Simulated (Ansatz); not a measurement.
Input of an Ansatz 0.2.0 run:

input.yaml

```yaml
crystal:
  lattice:
    - [3.98, 0.0, 0.0]
    - [0.0, 3.98, 0.0]
    - [0.0, 0.0, 3.98]
  atoms:
    - { symbol: Au, position: [0.5, 0.5, 0.0] }
    - { symbol: Au, position: [0.5, 0.0, 0.5] }
    - { symbol: Au, position: [0.0, 0.5, 0.5] }
    - { symbol: Cu, position: [0.0, 0.0, 0.0] }
hamiltonian:
  xc: pbesol
  pseudopotentials: { kind: paw_fr }
magnetization:
  noncollinear: true
  spin_orbit: true
kpoints:
  mp_grid: { grid: [7, 7, 7] }
  band_path:
    path:
      - [[0.0, 0.0, 0.0], [0.0, 0.5, 0.0], [0.5, 0.5, 0.0], [0.0, 0.0, 0.0], [0.5, 0.5, 0.5], [0.0, 0.5, 0.0]]
      - [[0.5, 0.5, 0.0], [0.5, 0.5, 0.5]]
    npoints: 14
scf:
  occupations: { method: fermi_dirac, width: 0.05 }
  n_extra_bands: 10
output:
  forces: true
  stress: true
  eigenvalues: true
  fatbands: false
```

Potentials or basis: Ansatz PAW.

Launch:

```bash
$ ansatz run input.yaml --threads 2 --pin off --max-ram 5632MiB --backend cpu --events-out ev --progress --plain --runs-dir out
```

**Question.** What does it give for the band gap on the k mesh?

**Answer.** None (metal or under the smearing width).

**Question.** Predict the pressure.

**Answer.** -2.2 GPa.

Levels at the corners of the path, in eV from the Fermi level:
| point | band 73 | band 74 | band 75 | band 76 | band 77 | band 78 | band 79 | band 80 |
| --- | --- | --- | --- | --- | --- | --- | --- | --- |
| Γ | -1.01 | -1.01 | 0.58 | 0.58 | 0.58 | 0.58 | 1.19 | 1.19 |
| X | -1.48 | -1.48 | -1.41 | -1.41 | 5.06 | 5.06 | 5.21 | 5.21 |
| M | -0.71 | -0.71 | -0.13 | -0.13 | -0.01 | -0.01 | 0.04 | 0.04 |
| Γ | -1.01 | -1.01 | 0.58 | 0.58 | 0.58 | 0.58 | 1.19 | 1.19 |
| R | -1.43 | -1.43 | -1.43 | -1.43 | -1.33 | -1.33 | -0.72 | -0.72 |
| X | -1.48 | -1.48 | -1.41 | -1.41 | 5.06 | 5.06 | 5.21 | 5.21 |
| M | -0.71 | -0.71 | -0.13 | -0.13 | -0.01 | -0.01 | 0.04 | 0.04 |
| R | -1.43 | -1.43 | -1.43 | -1.43 | -1.33 | -1.33 | -0.72 | -0.72 |

Caveat: the PAW data sets come from PBE, with cores solved anew for the run's functional, which leaves a small shift of forces and pressure.
